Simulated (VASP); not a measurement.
## CaO in VASP 6.6.1, single-point calculation

INCAR

```
PREC = Accurate
LCHARG = .FALSE.
LREAL = .FALSE.
ISIF = 2
NELM = 78
IBRION = -1
ENCUT = 520
SIGMA = 0.02
NSW = 0
EDIFF = 1E-8
ISMEAR = -1
LASPH = .TRUE.
GGA = PE
NBANDS = 12
LWAVE = .FALSE.
```

KPOINTS

```
KPOINTS created by Atomic Simulation Environment
0
Gamma
10 10 10
0 0 0
```

POSCAR

```
Ca O
 1.0000000000000000
     0.0000000000000000    2.4215256147000002    2.4215256147000002
     2.4215256147000002    0.0000000000000000    2.4215256147000002
     2.4215256147000002    2.4215256147000002    0.0000000000000000
 Ca  O
   1   1
Cartesian
  0.0000000000000000  0.0000000000000000  0.0000000000000000
  2.4215256147000002  2.4215256147000002  2.4215256147000002
```

The recommended PBE PAW datasets give the neutral cell 16 valence electrons.

Command

```
mpirun -np 1 vasp_std
```

**Question.** How does this run end, and what does it give?

**Answer.** It converged. Results: gap between bands v and c on the k mesh 3.64 eV; least direct gap on the k mesh 4.02 eV; pressure -0.2 GPa. Band v is the last that the valence electrons fill when counted band by band, and c is the next.

OSZICAR

```
N       E                     dE             d eps       ncg     rms          rms(c)
DAV:   1     0.130913684797E+03    0.13091E+03   -0.86316E+03  1128   0.136E+03
DAV:   2    -0.736529522312E+01   -0.13828E+03   -0.12852E+03  1324   0.334E+02
DAV:   3    -0.142827275216E+02   -0.69174E+01   -0.68579E+01  1444   0.759E+01
DAV:   4    -0.145122900577E+02   -0.22956E+00   -0.22937E+00  1672   0.130E+01
DAV:   5    -0.145161334510E+02   -0.38434E-02   -0.38432E-02  1444   0.157E+00    0.857E+00
DAV:   6    -0.128513446503E+02    0.16648E+01   -0.88142E+00  1300   0.275E+01    0.369E+00
DAV:   7    -0.128062667326E+02    0.45078E-01   -0.73374E-01  1548   0.835E+00    0.175E+00
DAV:   8    -0.128075139500E+02   -0.12472E-02   -0.84703E-02  1216   0.328E+00    0.444E-01
DAV:   9    -0.128052941247E+02    0.22198E-02   -0.26698E-02  1404   0.132E+00    0.140E-01
DAV:  10    -0.128057391907E+02   -0.44507E-03   -0.23724E-03  1220   0.488E-01    0.267E-02
DAV:  11    -0.128057900623E+02   -0.50872E-04   -0.39250E-04  1604   0.162E-01    0.309E-02
DAV:  12    -0.128057744786E+02    0.15584E-04   -0.63952E-05  1296   0.855E-02    0.480E-03
DAV:  13    -0.128057743808E+02    0.97789E-07   -0.43180E-06  1520   0.206E-02    0.897E-04
DAV:  14    -0.128057742408E+02    0.14000E-06   -0.20756E-07  1448   0.506E-03    0.378E-04
DAV:  15    -0.128057743336E+02   -0.92749E-07   -0.46179E-08  1520   0.244E-03    0.480E-04
DAV:  16    -0.128057743213E+02    0.12257E-07   -0.23359E-09   720   0.637E-04    0.298E-04
DAV:  17    -0.128057743034E+02    0.17926E-07   -0.66775E-09   664   0.711E-04    0.475E-05
DAV:  18    -0.128057743017E+02    0.16516E-08   -0.75084E-10   656   0.257E-04
   1 F= -.12805774E+02 E0= -.12805774E+02  d E =-.204974E-13
```

Standard output (part)

```
POSCAR found type information on POSCAR CaO
 POSCAR found :  2 types and       2 ions
 LDA part: xc-table for (Slater+PW92), standard interpolation
 POSCAR, INCAR and KPOINTS ok, starting setup
 WAVECAR not read
 entering main loop
```

For comparison, a separate PBE run of the intended cell, on usual settings and not on those above, gives a gap of 3.64 eV on its mesh and a pressure of -0.3 GPa.
